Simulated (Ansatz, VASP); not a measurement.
## CdF2: VASP beside Ansatz

```
Cd F
1.0
     0.00000    2.72224    2.72224
     2.72224    0.00000    2.72224
     2.72224    2.72224    0.00000
Cd F
1 2
Direct
  0.00000 0.00000 0.00000
  0.25000 0.25000 0.25000
  0.75000 0.75000 0.75000
```

Alike in both runs: functional PBE; dispersion D3(BJ); k mesh 8 × 8 × 8; occupations gaussian, width 0.02 eV; no spin polarisation.

Ansatz relaxed the structure, and its values are those at the end. VASP's run is a single point on that final structure, the one shown.

|  | VASP | Ansatz |
| --- | --- | --- |
| version | VASP 6.6.1 | Ansatz 0.2.0 |
| potentials or method | VASP PAW PBE potentials, release 64 (Cd, F) | scalar-relativistic, plane waves, PAW |
| plane-wave cutoff (eV) | 520 | 420 |
| valence electrons in the cell | 26 | 34 |

VASP gave:

| Item | Value |
| --- | --- |
| gap on the k mesh at the Fermi level (eV) | 2.96 |
| least direct gap on the mesh (eV) | 3.49 |
| pressure (GPa) | 0.6 |

Task: What did Ansatz give for the same quantities?

Result: gap on the k mesh at the Fermi level (eV): 2.99; least direct gap on the mesh (eV): 3.52; pressure (GPa): 0.0.

The two sets of potentials don't hold the same shells in valence.

A k mesh can miss the band edges.
